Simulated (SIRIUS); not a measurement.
**BAs under changes of volume**

One of the cells (12.886 Å³/atom); the others are scaled copies at fixed shape and fractional positions:

```
B As
1.0
     2.95380    0.00000    0.00000
     0.00000    2.95380    0.00000
     0.00000    0.00000    2.95380
B As
1 1
Direct
  0.50000 0.50000 0.50000
  0.00000 0.00000 0.00000
```

The cell was built by a generator and needn't be a form met in nature.

```yaml
Program: SIRIUS 7.10.0
Functional: PBE
Potentials_or_basis: PseudoDojo 0.4.1 PBE standard (scalar relativistic)
Cutoff: 1152 eV
Density_cutoff: 4606 eV
k_mesh: 9 × 9 × 9
Occupations: fermi-dirac, width 0.05 eV
Spin: no spin polarisation
```

| volume (Å³/atom) | energy over the lowest point (meV/atom) | pressure (GPa) |
| --- | --- | --- |
| 11.875 | ? | ? |
| 12.128 | 7.42 | 5.0 |
| 12.381 | 1.52 | 2.6 |
| 12.886 | 0.00 | -1.4 |
| 13.139 | 3.68 | -3.2 |
| 13.391 | 9.94 | -4.8 |

Q: What does the run at 11.875 Å³/atom give?

A: Energy over the lowest point 17.53 meV/atom; pressure 7.8 GPa.

Worked out: A Birch-Murnaghan fit of order 3 (a polynomial in V^(-2/3)) to the other rows has its minimum at 12.69 Å³/atom with B0 = V·E''(V) = 99 GPa and B' = 4.3. It gives 17.25 meV/atom at 11.875 Å³/atom, against the run's 17.53, and -dE/dV = 7.6 GPa, against 7.8.

Energies are extrapolated to zero smearing.
